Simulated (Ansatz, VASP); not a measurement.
## Tc: VASP beside Ansatz

File INCAR:

```
  ALGO = Fast
  EDIFF = 1E-7
  ENCUT = 520
  GGA = PS
  ISIF = 2
  ISMEAR = -1
  LASPH = T
  LCHARG = F
  LREAL = F
  LWAVE = F
  NBANDS = 20
  NELM = 100
  PREC = Accurate
  SIGMA = 0.05
```

The input KPOINTS:

```
k-points
0
Gamma
  8 8 4
```

File POSCAR:

```
Tc
1.0
    2.7400000000      0.0000000000      0.0000000000
   -1.3700000000      2.3729096064      0.0000000000
    0.0000000000      0.0000000000      4.3980000000
Tc
2
Direct
    0.6666666667      0.3333333333      0.7500000000
    0.3333333333      0.6666666667      0.2500000000
```

The input input.yaml:

```yaml
crystal:
  lattice:
    - [2.74, 0.0, 0.0]
    - [-1.37, 2.3729096064, 0.0]
    - [0.0, 0.0, 4.398]
  atoms:
    - { symbol: Tc, position: [0.6666666667, 0.3333333333, 0.75] }
    - { symbol: Tc, position: [0.3333333333, 0.6666666667, 0.25] }
kpoints:
  mp_grid: { grid: [8, 8, 4] }
  band_path:
    path:
      - [0.0, 0.0, 0.0]
      - [0.5, 0.0, 0.0]
      - [0.3333333333, 0.3333333333, 0.0]
      - [0.0, 0.0, 0.0]
      - [0.0, 0.0, 0.5]
      - [0.5, 0.0, 0.5]
      - [0.3333333333, 0.3333333333, 0.5]
      - [0.0, 0.0, 0.5]
    npoints: 12
scf:
  occupations: { method: fermi_dirac, width: 0.05 }
hamiltonian:
  xc: pbesol
  pseudopotentials: { kind: all_electron, lapw: { basis_error: 0.001 } }
output:
  forces: true
  stress: true
  eigenvalues: true
```

Alike in both runs: functional PBEsol; k mesh 8 × 8 × 4; occupations fermi-dirac, width 0.05 eV; no spin polarisation.

```csv
,VASP,Ansatz
version,VASP 6.6.1,Ansatz 0.2.0
potentials or method,"VASP PAW PBE potentials, release 64 (Tc_pv)","all-electron LAPW, scalar-relativistic"
plane-wave cutoff (eV),520,see its input
task,single point,band structure
```

Ansatz gave:

| Property | Result |
| --- | --- |
| gap on the k mesh at the Fermi level (eV) | none |
| pressure (GPa) | -7.3 |
| largest component of the traceless stress (GPa) | 1.18 |

Problem. What did VASP give for the same quantities?

Solution. gap on the k mesh at the Fermi level (eV): none; pressure (GPa): -7.9; largest component of the traceless stress (GPa): 1.18.

A gap of «none» marks a metal or a gap that the smearing closes. Ansatz ran all-electron here, so the differences hold the error of VASP's frozen core and of both bases.

Caveats: the PAW data sets were made with another functional, which shifts forces and pressure a little (VASP); the k mesh is thin for a metal, which can move the energy by tens of meV per atom (Ansatz).
